A band gap is the energy between the highest filled and the lowest empty electron level of a crystal. In a periodic solid each level also depends on the wave vector, which states how the phase of the electron wave changes from one cell to the next. Here the levels of a titanium dioxide crystal were computed with density-functional theory in the local density approximation (LDA), without spin polarisation, at fixed atomic positions. The table gives the two highest filled levels and the lowest empty level at seven wave vectors, in eV from the highest filled level found.

ABINIT 10.8.3, plane-wave DFT with the LDA functional and JTH PAW LDA v2.0 datasets, for TiO2 (space group C2/m, 12 atoms per cell), without spin polarisation or spin–orbit coupling. Wave cutoff 625.862 eV, 3×3×2 k mesh, Fermi–Dirac occupations with a smearing width of 0.05 eV. Levels are counted from the highest filled level on the mesh.

```
point a (reciprocal cell vector)  point b (reciprocal cell vector)  point c (reciprocal cell vector)  level point (row)  level under 2 (eV)  level under 1 (eV)  level over 1 (eV)
                          0.0000                            0.0000                            0.0000                  1              -0.346              -0.173              2.677
                          0.3333                            0.0000                            0.0000                  2              -0.119              -0.116              3.048
                          0.3333                            0.3333                            0.0000                  3              -0.374              -0.129              2.754
                         -0.3333                            0.3333                            0.0000                  4              -0.296              -0.141              2.876
                          0.0000                            0.0000                            0.5000                  5              -0.588              -0.427              2.793
                          0.3333                            0.3333                            0.5000                  6              -0.307              -0.245              2.884
                         -0.3333                            0.3333                            0.5000                  7              -0.182               0.000              3.025
```

The columns point a, point b and point c are the components of the wave vector, and level point numbers the wave vectors from 1 to 7. Point 1, where the components are zero, is called Γ: there the wave has the same phase in every cell. Level under 1 is the highest filled level at a point and level over 1 the lowest empty one; they are called the filled edge and the empty edge below. The difference between them at one point is the direct gap of that point.

## What has to be explained

Two magnitudes are worth keeping in mind: a gap of nearly 3 eV, and edges that wander by about 0.4 eV as the wave vector changes. The smallest direct gap, 2.85 eV, is at Γ. Yet the smallest gap of any kind is 2.68 eV, from the filled edge at point 7 to the empty edge at Γ. The gap is therefore indirect on this mesh, by 0.17 eV.

In practical terms, light alone can lift an electron across a direct gap where symmetry allows it, since light hardly changes the wave vector. Crossing the indirect gap also needs a lattice vibration to supply the change, so absorption there is weak. The question is why the empty edge is lowest at Γ while the filled edge is not highest there.

## A tempting answer: the edges repel each other

Filled levels near the gap of titanium dioxide come mainly from oxygen 2p orbitals, and the empty ones from titanium 3d orbitals. This is established chemistry of the compound. Two levels that mix push each other apart, the upper one rising and the lower one sinking. If symmetry hindered the mixing at Γ and allowed it elsewhere, the direct gap would be smallest at Γ, as it is at these seven points.

The same picture makes a second prediction, and this one fails. Two levels that only repel each other move by equal amounts in opposite directions, so the filled edge should be highest at Γ. In the table it lies higher than at Γ at four of the six other points. Point 7 is the clearest case: the empty edge rises by 0.35 eV from Γ, and the filled edge rises too, by 0.17 eV.

What falls here is the pairing of the two edges, not the mixing of oxygen and titanium orbitals. A titanium level can be pushed up by an oxygen level that lies deeper among the filled ones, and it is then this deeper level that sinks. The filled edge is free to go its own way. The two edges thus need separate explanations, and the empty edge is the simpler of the two.

## The empty edge: phase across an oxygen bridge

Consider two titanium atoms joined by an oxygen atom between them. A titanium d orbital can overlap sideways with an oxygen p orbital that stands across the line of the atoms. The d orbital has lobes of alternating sign, so the lobe that reaches the oxygen from the left has the opposite sign to the one that reaches it from the right. If both titanium atoms carry the same phase, the two overlaps cancel and the d level stays low.

A phase difference φ between the two titanium atoms spoils the cancellation. In a long row of such bridges, with V for the coupling of one titanium atom to the oxygen, and Δ for the energy by which the d level lies above the p level, the steps are:

- total coupling = 2V sin(φ/2)
- rise of the d level ≈ (total coupling)²/Δ = 2V²(1 − cos φ)/Δ

The second line is the usual result for weak mixing of two levels. The rise is zero at Γ and grows with the phase difference, whichever sign that difference has. To lowest order, bridges that run through different oxygen orbitals contribute separately, so their rises add.

The crystal has a short repeat of 3.76 Å, the difference of its first two cell edges. With Ti–O contacts near 1.9 Å, a single oxygen bridge can span it. The phase along this repeat is a full turn times point a minus point b. It is zero at points 1, 3, 5 and 6, and equivalent to a third of a turn at points 2, 4 and 7.

Going from point 1 to 4, or from 5 to 7, changes the wave vector only along this repeat. The empty edge then rises by 0.20 and 0.23 eV, nearly the same step from two different starting levels. A half turn along the third cell edge, 6.6 Å long, raises it by a smaller amount, 0.12 eV from point 1 to 5. That repeat is too long for one bridge, so the phase change is probably shared among several, each of which disturbs the cancellation less. This is less certain than for the short repeat, because Γ fixes the phases only between cells, not among the four titanium atoms inside one.

## One estimate in full

If the rises add, point 7 can be built from the other points. It combines the phase change of point 4 with that of point 5. Their rises above Γ are 0.199 and 0.116 eV, which makes 0.315 eV together. Added to the empty edge at Γ, this gives 2.677 + 0.315 = 2.992 eV.

The computed level at point 7 is 3.025 eV. The estimate, which made no use of that level, is low by 0.033 eV, or about a tenth of the actual rise from Γ. For levels that wander by 0.4 eV, simple addition does well here.

## A plainer competitor: distance from Γ

There is a simpler way to describe a lowest point at Γ. Near the bottom of a valley, the energy of an electron grows with the square of its distance from the bottom, as for a free particle with an adjusted mass. If the valley were equally steep in each direction, distance alone would fix the empty edge, and oxygen bridges would not be needed to describe it. The distance is taken to the nearest equivalent of Γ, since wave vectors repeat through the crystal's reciprocal lattice.

Both descriptions were fitted to the empty edge at the seven points by least squares. The phase model has a constant and one step for each of the two phases; the distance model has a constant and one slope. Their typical misses are 0.06 and 0.08 eV. When each point in turn is predicted from the other six, the misses grow to about 0.10 and 0.11 eV, so the overall fits hardly separate the two.

The steps along the third cell edge separate them better. This half turn can be made from three starting points: from 1 to 5, from 3 to 6 and from 4 to 7. The phase model demands the same rise each time. The distance model demands a shrinking one, because in this slanted cell the half turn adds less and less to the squared distance.

The computed rises are 0.12, 0.13 and 0.15 eV. They are nearly equal and, if anything, grow. The fitted distance model gives 0.10 eV for the first and only 0.04 eV for the last. It still comes close to the level at point 7, but only because it places point 4 about 0.10 eV too high and then needs too small a step from there.

For steps along the third edge, the numbers thus favour separate, additive rises over a valley that is equally steep all round. They do not identify the oxygen bridge as the cause, because any independent coupling along the third edge would give equal steps. The bridge is an argument from orbital symmetry. It would account for why the level is lowest where the phases are equal, provided that the empty edge is the same titanium level at every point, which the energies alone do not show.

The phase model has its own weak spot at point 2. It assigns the same empty edge to points 2 and 4, which share the same phase along the short repeat and have none along the third edge. The computed levels differ by 0.17 eV, with point 2 the higher. Point 3 differs from Γ only by a phase in the remaining direction, and its empty edge lies 0.08 eV higher than at Γ. Adding that rise makes up less than half of the difference, so at point 2 the rises do not simply add. Bridges that share an oxygen orbital could be the reason. So could a different titanium level that takes the lowest place at point 3 or 4 and keeps the edge low there; the energies alone do not tell.

## The filled edge: no single rule

The filled edge does not obey the same addition. The half turn along the third cell edge lowers it by 0.25 eV from point 1 to 5 and by 0.12 eV from 3 to 6, but raises it by 0.14 eV from 4 to 7. One level with independent rises in each direction could not change the sign of its step in this way.

A likely reason is crowding. The cell holds eight oxygen atoms with three 2p orbitals each, which makes 24 filled levels of mainly oxygen character at each wave vector. The two highest are never more than 0.25 eV apart at the seven points, while the filled edge itself wanders by 0.43 eV. Different oxygen combinations may therefore take the top place at different points; this is a guess, since the energies alone do not reveal the character of a level.

If the bridge picture is right, the indirect gap follows from this difference between the edges. The empty edge has a reason to be lowest at Γ, where equal phases cancel the coupling that would raise it. The same cancellation spares the oxygen partner in the bridge from being pushed down, but that partner need not be the uppermost of the 24 oxygen levels, so the filled maximum is not tied to Γ. Crowding alone does not set the two edges apart, since the empty edge has close neighbours too: at point 2 the next empty level lies less than 0.1 eV above it. On this mesh the maximum falls at point 7.

## How far the gap values can be used

The mesh is coarse, and the true edges may lie between its points. For the same electron density, a denser mesh that keeps these points can only leave the gaps as they are or lower them, and it could move the filled maximum away from point 7. The direct gaps at Γ and at point 3 differ by only 0.03 eV, so their order is not settled either. The run also had an eighth wave vector that is missing from the table. It changes neither gap, but it would have given one more test of the steps along the third edge.

The crystal is also held stretched, under a tension of about 12 GPa. Longer bonds weaken the overlap of titanium and oxygen orbitals, so the steps found here belong to this geometry. The program also warned that the spheres in which it treats the inner regions of the atoms overlap, and the effect of this on the levels was not tested. LDA, moreover, usually gives gaps that are too small. An engineer should not turn 2.68 eV into an absorption wavelength; the more useful result is how the empty edge responds to phase.

For another wave vector in this crystal, the first thing to ask is how much the phase changes along the short repeat, and the second is how much it changes along the third edge. Adding the two rises gives a first estimate of the empty edge. At the seven points here such estimates typically miss by about 0.1 eV, and by more at point 2. The filled edge has to be computed point by point.
